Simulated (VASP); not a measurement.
Input of a VASP 6.6.1 run:

INCAR

```
SYSTEM = Se
PREC = Accurate ; ENCUT = 600
EDIFF = 1E-6 ; ISMEAR = 0
SIGMA = 0.03 ; LREAL = .False.
LASPH = .True. ; NELM = 80
ALGO = Normal ; ISIF = 3
LWAVE = .False. ; LCHARG = .False.
GGA = PE ; IBRION = 2
NSW = 90 ; EDIFFG = -0.01
```

Contents of KPOINTS:

```
Automatic mesh
0
Gamma
  15 15 13
  0 0 0
```

Contents of POSCAR:

```
Se
1.0
    1.9250000000      1.1113992682      0.8816666667
   -1.9250000000      1.1113992682      0.8816666667
    0.0000000000     -2.2227985364      0.8816666667
Se
1
Direct
    0.0000000000      0.0000000000      0.0000000000
```

Potentials or basis: VASP PAW PBE potentials, release 64 (Se).

Run with:

```sh
$ cat potpaw_PBE.64/Se/POTCAR > POTCAR
$ mpirun -np 1 vasp_std > vasp.out
```

What does it give for the relaxed volume?

22.57 Å³/atom.

Estimate the space group after relaxing (to 0.05 Å).

R-3m (No. 166).

Predict the band gap on the k mesh.

none (metal or under the smearing width).

Final structure:
```
CELL_PARAMETERS angstrom
2.02721 1.17041 1.58524
-2.02721 1.17041 1.58524
0.00000 -2.34082 1.58524
ATOMIC_POSITIONS crystal
Se 0.00000 0.00000 0.00000
```

Caveat: the volume moved by over 15 % at a fixed basis, so the end points are rough; the volume moved by +99 % from the deposited cell, more than functionals usually miss. Zero-point motion and thermal expansion aren't in these numbers.
